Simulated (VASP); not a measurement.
AgCl: relaxation of cell and atoms with PBEsol

Crystal: AgCl.

```
CELL_PARAMETERS angstrom
0.00000 2.77266 2.77266
2.77266 0.00000 2.77266
2.77266 2.77266 0.00000
ATOMIC_POSITIONS crystal
Ag 0.00000 0.00000 0.00000
Cl 0.50000 0.50000 0.50000
```

The cell is a database's computed one.

```
Program                : VASP 6.6.1
Task                   : relaxation of cell and atoms
Functional             : PBEsol
Potentials or basis    : VASP PAW PBE potentials, release 64 (Ag, Cl)
Cutoff                 : 580 eV
k mesh                 : 8 × 8 × 8
Occupations            : gaussian, width 0.02 eV
Spin                   : no spin polarisation
Further INCAR settings : ALGO = Normal; EDIFF = 1e-07; IBRION = 2; EDIFFG = -0.005; NSW = 90; ISIF = 3
```

```yaml
Relaxed_volume: 20.18 Å³/atom
Relaxed_cell: a = 3.850 Å, b = 3.850 Å, c = 3.850 Å, α = 60.00°, β = 60.00°, γ = 60.00°
Space_group_after_relaxing_to_0.05_Å: Fm-3m (No. 225)
Energy_gained_by_relaxing: 10.1 meV/atom
Ionic_steps: 3
Pressure_after_relaxing: 0.0 GPa
Band_gap_on_the_k_mesh: 0.72 eV, indirect (least direct gap 3.23 eV)
```

The path:
```
step  energy change (eV)  largest force (eV/Å)  pressure (GPa)  volume (Å³)
   1              0.0000                0.0000           -2.70        42.63
   2             -0.0202                0.0000           -0.13        40.46
   3             -0.0202                0.0000           -0.01        40.37
```

Final structure:
```xyz
2
Lattice="0.0000 2.7227 2.7227 2.7227 0.0000 2.7227 2.7227 2.7227 0.0000" Properties=species:S:1:pos:R:3 pbc="T T T"
Ag    0.0000    0.0000    0.0000
Cl    2.7227    2.7227    2.7227
```

Levels at points of the mesh, in eV from the valence-band top:
```
           k point  band 5  band 6  band 7  band 8  band 9  band 10  band 11  band 12  band 13
(0.00, 0.00, 0.00)   -2.67   -2.67   -2.56   -2.56   -2.56     0.72    10.72    10.72    10.72
(0.50, 0.00, 0.00)   -2.28   -2.28   -1.94    0.00    0.00     3.88     6.75     7.42     7.42
(0.50, 0.50, 0.00)   -3.11   -2.45   -2.14   -2.14   -2.02     2.14     7.78     8.64    11.64
```

Wall time 20 s on 1 thread of Intel(R) Xeon(R) Platinum 8488C (Sapphire Rapids), on a shared host, peak memory 0.19 GiB.

Caveat: the PAW data sets were made with another functional, which shifts forces and pressure a little. A k mesh can miss the band edges.
